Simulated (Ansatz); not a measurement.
# The perfect (8,0) C nanotube, part 2 of 4

Wanted: the relaxed geometry and the bands of the (8,0) C nanotube.

Ansatz 0.2.0; DFT PBE, plane waves, PAW; relaxation of a wire's period (the session's first sound run).

So far. Step 2 (Relaxation of atoms and period): The cell's length comes to 4.267 Å with spin left out.

### 3. The perfect wire

This step: DFT PBE, plane waves, PAW; bands of a perfect wire (Ansatz 0.2.0).

At the relaxed period the bands are computed along the axis; those that cross an energy going forward count the channels that a perfect wire would open there.

The input, input.yaml:

```yaml
crystal:
  lattice:
    - [13.063, 0.0, 0.0]
    - [0.0, 13.063, 0.0]
    - [0.0, 0.0, 4.2668441808]
  atoms:
    - { symbol: C, position: [0.256180312, 0.5, 0.00062471] }
    - { symbol: C, position: [0.32758938, 0.67241062, 0.000629931] }
    - { symbol: C, position: [0.32758938, 0.32758938, 0.000629931] }
    - { symbol: C, position: [0.5, 0.743819688, 0.00062471] }
    - { symbol: C, position: [0.5, 0.256180312, 0.00062471] }
    - { symbol: C, position: [0.67241062, 0.67241062, 0.000629931] }
    - { symbol: C, position: [0.67241062, 0.32758938, 0.000629931] }
    - { symbol: C, position: [0.743819688, 0.5, 0.00062471] }
    - { symbol: C, position: [0.256180312, 0.5, 0.332708623] }
    - { symbol: C, position: [0.32758938, 0.67241062, 0.332703402] }
    - { symbol: C, position: [0.32758938, 0.32758938, 0.332703402] }
    - { symbol: C, position: [0.5, 0.743819688, 0.332708623] }
    - { symbol: C, position: [0.5, 0.256180312, 0.332708623] }
    - { symbol: C, position: [0.67241062, 0.67241062, 0.332703402] }
    - { symbol: C, position: [0.67241062, 0.32758938, 0.332703402] }
    - { symbol: C, position: [0.743819688, 0.5, 0.332708623] }
    - { symbol: C, position: [0.274734773, 0.593308434, 0.500625531] }
    - { symbol: C, position: [0.274734773, 0.406691566, 0.500625531] }
    - { symbol: C, position: [0.406691566, 0.725265227, 0.500625531] }
    - { symbol: C, position: [0.406691566, 0.274734773, 0.500625531] }
    - { symbol: C, position: [0.593308434, 0.725265227, 0.500625531] }
    - { symbol: C, position: [0.593308434, 0.274734773, 0.500625531] }
    - { symbol: C, position: [0.725265227, 0.593308434, 0.500625531] }
    - { symbol: C, position: [0.725265227, 0.406691566, 0.500625531] }
    - { symbol: C, position: [0.274734773, 0.593308434, 0.832707802] }
    - { symbol: C, position: [0.274734773, 0.406691566, 0.832707802] }
    - { symbol: C, position: [0.406691566, 0.725265227, 0.832707802] }
    - { symbol: C, position: [0.406691566, 0.274734773, 0.832707802] }
    - { symbol: C, position: [0.593308434, 0.725265227, 0.832707802] }
    - { symbol: C, position: [0.593308434, 0.274734773, 0.832707802] }
    - { symbol: C, position: [0.725265227, 0.593308434, 0.832707802] }
    - { symbol: C, position: [0.725265227, 0.406691566, 0.832707802] }
kpoints:
  mp_grid: { grid: [1, 1, 19] }
  band_path: { path: ["Γ", Z], npoints: 50 }
scf:
  occupations: { method: fermi_dirac, width: 0.05 }
hamiltonian:
  xc: pbe
output:
  dos: { e_range: [-5, 4] }
  write_potential: true
  write_density: true
  volumetric_format: npy
  elf: true
```

Run with:

```console
ansatz run input.yaml --threads 8 --pin off --max-ram 16384MiB --backend cpu --events-out ev --progress --plain --runs-dir out
```

Numbers of over 12 decimals in the logs are rounded to 6 here.

The program printed:

```text
[...]
Crystal: 32 atoms, lattice volume = 728.103 Å³
Basis set: ecut = 420 eV, 14199 PW (Γ)
Bands: 96, of which v1, the nominal top of the filled ones, is band 64 counted from 1 (63 counted from 0)
Symmetry: 16 space group operations
[...]
k-points: 10 of 19
[...]
SCF iter   1: F=—  HF=-8023.755515 eV  |F-HF|=—  |Δ(HF+E_count)|=         —  Δρ=2.84e-3  dr2=5.22e-2  ethr=1.77e-3  ⟨swp⟩=13.9  Hψ=6780  notcnv=0  defer=99
[...]
SCF iter   7: F=-8023.776975 eV  HF=-8023.776975 eV  |F-HF|=3.03e-8  |Δ(HF+E_count)|=   5.78e-8  Δρ=2.68e-6  dr2=6.43e-8  ethr=7.81e-11  ⟨swp⟩=20.5  Hψ=6016  notcnv=0
SCF 1 converged in 7 iterations: F = -8023.776975 eV  dr2 = 6.43e-8
[...]
NSCF: frozen V_eff on 51 k-points
WARN: The output density's exchange-correlation potential varies sharply where the density is thin. Do not read a vacuum level from v_tot or v_xc, or from such a field of the output density. On a cell that repeats whose density bears no net charge and no dipole along the vacuum's axis use v_es (v_loc + v_h of the components); under efield.dipole_correction with no amplitude use v_es + v_field, which holds any externa [...]
SCF converged after 7 iterations
Free energy (F): -8023.776975 eV
[...]
Internal energy: -8023.776570 eV  (E = F + TS)
E sigma→0 (E₀):  -8023.776772 eV
Entropy (-TS):   -0.000405 eV (-0.013 meV/atom)
Fermi energy:    -0.069188 eV
[...]
--- Band table (eV; the first three rows and the last of 10) ---
  k-point 0: bands = [... 60 lower, -0.8189, -0.8178, -0.3840, -0.3840, 0.1993, 0.5910, 0.5910, 0.7079, ... 28 higher]
  k-point 1: bands = [... 60 lower, -0.9796, -0.9785, -0.4604, -0.4604, 0.3309, 0.7245, 0.7245, 0.8702, ... 28 higher]
  k-point 2: bands = [... 60 lower, -1.3424, -1.3410, -0.6573, -0.6573, 0.6627, 1.0627, 1.0627, 1.1394, ... 28 higher]
  k-point 9: bands = [... 60 lower, -2.7882, -2.7882, -1.9521, -1.9493, 2.0176, 2.0333, 2.9910, 2.9910, ... 28 higher]
```

It took 34 s on 8 threads of Arm Neoverse V2, shared host; peak memory 4 GiB.

This step gave:

```
energy at zero smearing : -8023.7768 eV
band gap                : 0.5832 eV
```

The electronic bands at the labelled points (eV, zero at the Fermi level):

```tsv
point	band 61	band 62	band 63	band 64	band 65	band 66	band 67	band 68
Γ	-0.75	-0.75	-0.31	-0.31	0.27	0.66	0.66	0.78
halfway	-2.09	-2.08	-1.39	-1.39	1.84	1.84	1.99	2.44
Z	-2.86	-2.86	-1.88	-1.88	2.08	2.10	3.21	3.21
```

Electrostatic potential energy in the ca plane at fractional y = 0.275, with atoms of C within 0.2 Å of it. With pseudopotentials it is smooth inside the atoms' cores, unlike the true potential.

Ten even steps from '_' (-62 eV) to '@' (4 eV), each cell a mean:
```
@@@@@@@@@@@@@@@@@@@@@@@@@@@@
@@@@@@@@@@@@@@@@@@@@@@@@@@@@
@@@@@@@@@@@@@@@@@@@@@@@@@@@@
@@@@@@@@@@@@@@@@@@@@@@@@@@@@
@@@@@@@@@@@@@@@@@@@@@@@@@@@@
@@@@@@@@@@@@@@@@@@@@@@@@@@@@
@@@@@@@@@@@@@@@@@@@@@@@@@@@@
##%%%%%%####%%@@@@@@@@@@%%%%
%%%%@@%%%%##++++**%%##++++**
%%@@@@@@%%++____..++--____--
##%%%%%%##**==--++##**====++
__--**==....==%%%%@@@@%%**::
::++##**----++##%%%%%%##**==
##%%@@%%%%++::..--**==....==
%%@@@@@@%%++..__::**==__..==
##%%%%%%########%%%%%%######
%%%%@@%%%%%%%%@@@@@@@@@@@@%%
@@@@@@@@@@@@@@@@@@@@@@@@@@@@
@@@@@@@@@@@@@@@@@@@@@@@@@@@@
@@@@@@@@@@@@@@@@@@@@@@@@@@@@
@@@@@@@@@@@@@@@@@@@@@@@@@@@@
@@@@@@@@@@@@@@@@@@@@@@@@@@@@
@@@@@@@@@@@@@@@@@@@@@@@@@@@@
@@@@@@@@@@@@@@@@@@@@@@@@@@@@
```
Columns run along c (4.3 Å; values clipped at the 3rd and 97th percentile), rows up along a (13.1 Å). Atoms in or near the plane, at fractional coordinates: C at (0.50, 0.41), C at (0.50, 0.59), C at (0.83, 0.41), C at (0.83, 0.59).

Valence density in the ca plane at fractional y = 0.275, with atoms of C within 0.2 Å of it. It is the smooth field of the valence electrons, not physical close to the nuclei.

Ten even steps from '0' (0.0 e/Å³) to '9' (1.9 e/Å³), each cell a mean:
```
00000000000000
00000000000000
00000000000000
00000000000000
00000000000000
00000000000000
11111110000001
33223331100123
42123676444576
31012699999997
53224897655798
88788973111368
76567984212479
42113799878898
31113699888897
43223554222355
32222221000112
00000000000000
00000000000000
00000000000000
00000000000000
00000000000000
00000000000000
00000000000000
```
Columns run along c (4.3 Å), rows up along a (13.1 Å). Atoms in or near the plane, at fractional coordinates: C at (0.50, 0.41), C at (0.50, 0.59), C at (0.83, 0.41), C at (0.83, 0.59).

ELF in the ca plane at fractional y = 0.275, with atoms of C within 0.2 Å of it. It is the smooth field of the valence electrons, not physical close to the nuclei.

Values, 24 rows by 14 columns, each cell a mean:
```
0.00 0.00 0.00 0.00 0.00 0.00 0.00 0.00 0.00 0.00 0.00 0.00 0.00 0.00
0.00 0.00 0.00 0.00 0.00 0.00 0.00 0.00 0.00 0.00 0.00 0.00 0.00 0.00
0.00 0.00 0.00 0.00 0.00 0.00 0.00 0.00 0.00 0.00 0.00 0.00 0.00 0.00
0.01 0.01 0.01 0.01 0.01 0.02 0.02 0.02 0.01 0.01 0.01 0.01 0.02 0.02
0.11 0.08 0.06 0.07 0.10 0.12 0.11 0.06 0.02 0.01 0.02 0.04 0.09 0.12
0.39 0.34 0.30 0.32 0.37 0.40 0.33 0.16 0.05 0.01 0.03 0.11 0.28 0.39
0.63 0.63 0.63 0.63 0.63 0.63 0.57 0.32 0.09 0.02 0.05 0.24 0.51 0.62
0.68 0.64 0.66 0.65 0.66 0.76 0.78 0.57 0.26 0.10 0.18 0.47 0.74 0.78
0.71 0.42 0.28 0.35 0.63 0.85 0.85 0.64 0.56 0.61 0.58 0.59 0.80 0.88
0.52 0.21 0.06 0.13 0.43 0.61 0.36 0.14 0.56 0.91 0.73 0.21 0.25 0.57
0.67 0.43 0.35 0.39 0.59 0.82 0.80 0.57 0.56 0.67 0.61 0.54 0.73 0.85
0.34 0.62 0.87 0.74 0.38 0.46 0.67 0.54 0.24 0.11 0.18 0.45 0.68 0.55
0.53 0.60 0.74 0.66 0.52 0.68 0.81 0.64 0.37 0.26 0.32 0.56 0.79 0.75
0.61 0.30 0.16 0.23 0.52 0.73 0.60 0.35 0.58 0.83 0.70 0.37 0.50 0.73
0.58 0.25 0.09 0.17 0.49 0.69 0.51 0.27 0.58 0.86 0.71 0.31 0.41 0.67
0.72 0.52 0.44 0.48 0.65 0.85 0.88 0.70 0.48 0.39 0.43 0.63 0.85 0.88
0.67 0.67 0.70 0.68 0.66 0.70 0.69 0.46 0.17 0.05 0.11 0.37 0.65 0.71
0.57 0.55 0.53 0.54 0.56 0.57 0.49 0.25 0.07 0.01 0.04 0.19 0.43 0.55
0.27 0.22 0.19 0.21 0.26 0.28 0.23 0.11 0.04 0.01 0.02 0.08 0.20 0.28
0.06 0.04 0.03 0.03 0.05 0.07 0.06 0.04 0.02 0.01 0.02 0.03 0.06 0.07
0.01 0.00 0.00 0.00 0.01 0.01 0.01 0.01 0.01 0.01 0.01 0.01 0.01 0.01
0.00 0.00 0.00 0.00 0.00 0.00 0.00 0.00 0.00 0.00 0.00 0.00 0.00 0.00
0.00 0.00 0.00 0.00 0.00 0.00 0.00 0.00 0.00 0.00 0.00 0.00 0.00 0.00
0.00 0.00 0.00 0.00 0.00 0.00 0.00 0.00 0.00 0.00 0.00 0.00 0.00 0.00
```
Columns run along c (4.3 Å), rows up along a (13.1 Å). Atoms in or near the plane, at fractional coordinates: C at (0.50, 0.41), C at (0.50, 0.59), C at (0.83, 0.41), C at (0.83, 0.59).

The gap is 0.583 eV, with spin left out.

### 4. Another level of theory, k-mesh 1×1×15

This step: DFT LDA, plane waves, PAW; bands of a perfect wire at the PBE geometry (Ansatz 0.2.0).

The atoms stay at the PBE geometry and the functional changes. At fixed atoms LDA and the gradient-corrected functionals usually give like bands; this run checks that. Against the first PBE run of this kind, the mesh along the wire has 15 points against 19.

Edit input.yaml of step 3 so:

```diff
@@ -39,3 +39,3 @@
 kpoints:
-  mp_grid: { grid: [1, 1, 19] }
+  mp_grid: { grid: [1, 1, 15] }
   band_path: { path: ["Γ", Z], npoints: 50 }
@@ -44,8 +44,2 @@
 hamiltonian:
-  xc: pbe
-output:
-  dos: { e_range: [-5, 4] }
-  write_potential: true
-  write_density: true
-  volumetric_format: npy
-  elf: true
+  xc: lda
```

The program printed:

```text
[...]
Crystal: 32 atoms, lattice volume = 728.103 Å³
Basis set: ecut = 420 eV, 14199 PW (Γ)
Bands: 96, of which v1, the nominal top of the filled ones, is band 64 counted from 1 (63 counted from 0)
Symmetry: 16 space group operations
[...]
k-points: 8 of 15
[...]
SCF iter   1: F=—  HF=-7768.162076 eV  |F-HF|=—  |Δ(HF+E_count)|=         —  Δρ=3.75e-3  dr2=5.01e-2  ethr=1.77e-3  ⟨swp⟩=12.8  Hψ=5421  notcnv=0  defer=75
[...]
SCF iter   8: F=-7768.176859 eV  HF=-7768.176859 eV  |F-HF|=2.67e-10  |Δ(HF+E_count)|=   3.43e-8  Δρ=4.21e-7  dr2=1.04e-9  ethr=7.81e-11  ⟨swp⟩=4.1  Hψ=1741  notcnv=0
SCF 1 converged in 8 iterations: F = -7768.176859 eV  dr2 = 1.04e-9
[...]
SCF converged after 8 iterations
Free energy (F): -7768.176859 eV
[...]
Internal energy: -7768.176402 eV  (E = F + TS)
E sigma→0 (E₀):  -7768.176631 eV
Entropy (-TS):   -0.000457 eV (-0.014 meV/atom)
Fermi energy:    -0.348886 eV
[...]
--- Band table (eV; the first three rows and the last of 8) ---
  k-point 0: bands = [... 60 lower, -1.0862, -1.0852, -0.6583, -0.6583, -0.0814, 0.3010, 0.3010, 0.4234, ... 28 higher]
  k-point 1: bands = [... 60 lower, -1.3332, -1.3322, -0.7761, -0.7761, 0.1267, 0.5116, 0.5116, 0.6720, ... 28 higher]
  k-point 2: bands = [... 60 lower, -1.8404, -1.8391, -1.0629, -1.0629, 0.6130, 0.9625, 0.9625, 1.0071, ... 28 higher]
  k-point 7: bands = [... 60 lower, -3.0219, -3.0219, -2.2176, -2.2150, 1.7059, 1.7199, 2.6390, 2.6390, ... 28 higher]
```

Elapsed: 31 s, on 8 threads; peak memory 3.7 GiB; 4 min of CPU time.

This step gave:

```
energy at zero smearing : -7768.1766 eV
band gap                : 0.5770 eV
```

Electronic bands along the path, in eV, zero at the Fermi level:

```tsv
point	band 61	band 62	band 63	band 64	band 65	band 66	band 67	band 68
Γ	-0.74	-0.74	-0.31	-0.31	0.27	0.65	0.65	0.77
halfway	-2.08	-2.07	-1.38	-1.38	1.82	1.82	2.00	2.44
Z	-2.85	-2.85	-1.86	-1.86	2.04	2.06	3.18	3.18
```

The gap is 0.577 eV, against 0.583 eV under PBE at the relaxed period.

### 5. Another level of theory, k-mesh 1×1×15 (run 2)

This step: DFT PBEsol, plane waves, PAW; bands of a perfect wire at the PBE geometry (Ansatz 0.2.0).

The atoms stay at the PBE geometry and the functional changes. At fixed atoms LDA and the gradient-corrected functionals usually give like bands; this run checks that. Against the first PBE run of this kind, the mesh along the wire has 15 points against 19.

Edit input.yaml of step 4 so:

```diff
@@ -44,2 +44,2 @@
 hamiltonian:
-  xc: lda
+  xc: pbesol
```

The program printed:

```text
[...]
Crystal: 32 atoms, lattice volume = 728.103 Å³
Basis set: ecut = 420 eV, 14199 PW (Γ)
Bands: 96, of which v1, the nominal top of the filled ones, is band 64 counted from 1 (63 counted from 0)
Symmetry: 16 space group operations
[...]
k-points: 8 of 15
[...]
--- Band table (eV; the first three rows and the last of 8) ---
  k-point 0: bands = [... 60 lower, -0.8826, -0.8816, -0.4426, -0.4426, 0.1177, 0.5140, 0.5140, 0.6446, ... 28 higher]
  k-point 1: bands = [... 60 lower, -1.1294, -1.1283, -0.5624, -0.5624, 0.3253, 0.7246, 0.7246, 0.8936, ... 28 higher]
  k-point 2: bands = [... 60 lower, -1.6371, -1.6358, -0.8529, -0.8529, 0.8106, 1.1843, 1.1843, 1.2205, ... 28 higher]
  k-point 7: bands = [... 60 lower, -2.8202, -2.8202, -2.0143, -2.0116, 1.9444, 1.9587, 2.8828, 2.8828, ... 28 higher]
[key lines of the parts left out:]
SCF converged after 7 iterations
Free energy (F): -7887.650226 eV
Fermi energy:    -0.141607 eV
```

Wall time 31 s (8 threads); peak memory 3.7 GiB.

The gap is 0.560 eV, against 0.583 eV under PBE at the relaxed period.

### 6. Levels at the same atoms, cutoff 500 eV, k-mesh 1×1×15

This step: DFT r2SCAN, plane waves, PAW; bands of a perfect wire at the PBE geometry (Ansatz 0.2.0).

The atoms stay at the PBE geometry and the functional changes. r2SCAN also reads the kinetic-energy density; it often gives larger moments and wider gaps than PBE, at a higher cost. Against the first PBE run of this kind, the cutoff is 500 eV against 420 and the mesh along the wire has 15 points against 19.

Edit input.yaml of step 5 so:

```diff
@@ -44,2 +44,2 @@
 hamiltonian:
-  xc: pbesol
+  xc: r2scan
```

The program printed:

```text
[...]
Crystal: 32 atoms, lattice volume = 728.103 Å³
Basis set: ecut = 500 eV, 18467 PW (Γ), exchange–correlation on 384×384×128 points (64 copies of the dense FFT grid, shifted against one another)
Bands: 96, of which v1, the nominal top of the filled ones, is band 64 counted from 1 (63 counted from 0)
Symmetry: 16 space group operations
[...]
k-points: 8 of 15
[...]
--- Band table (eV; the first three rows and the last of 8) ---
  k-point 0: bands = [... 60 lower, -0.9112, -0.9103, -0.4450, -0.4450, 0.1912, 0.6094, 0.6094, 0.7269, ... 28 higher]
  k-point 1: bands = [... 60 lower, -1.1707, -1.1697, -0.5734, -0.5734, 0.4070, 0.8296, 0.8296, 0.9902, ... 28 higher]
  k-point 2: bands = [... 60 lower, -1.7059, -1.7047, -0.8833, -0.8833, 0.9149, 1.2977, 1.2977, 1.3513, ... 28 higher]
  k-point 7: bands = [... 60 lower, -2.9636, -2.9636, -2.1239, -2.1213, 2.1364, 2.1507, 3.1219, 3.1219, ... 28 higher]
[key lines of the parts left out:]
SCF converged after 8 iterations
Free energy (F): -8046.089754 eV
Fermi energy:    -0.106668 eV
```

The job ended after 50 s (8 threads; peak memory 5.5 GiB).

The gap is 0.636 eV, against 0.583 eV under PBE at the relaxed period.

### 7. The series together

Times are for 8 threads of Arm Neoverse V2, shared host. The series side by side:

```tsv
no.	level	band gap (eV)	time	memory (GiB)
1	LDA	0.5770	31 s	3.7
2	PBEsol	0.5603	31 s	3.7
3	r2SCAN	0.6362	50 s	5.5
```

(Continued in part 3 of 4.)

[Logs are printed without paths, hosts, clocks, repeated set-up lines and the standing remarks that a program may print on its own settings, such as how far it seeks lower states.]

[Hosts, paths, dates, database ids (printed as entryN), source tags and the programs' standing remarks are cut or masked in the printed files.]
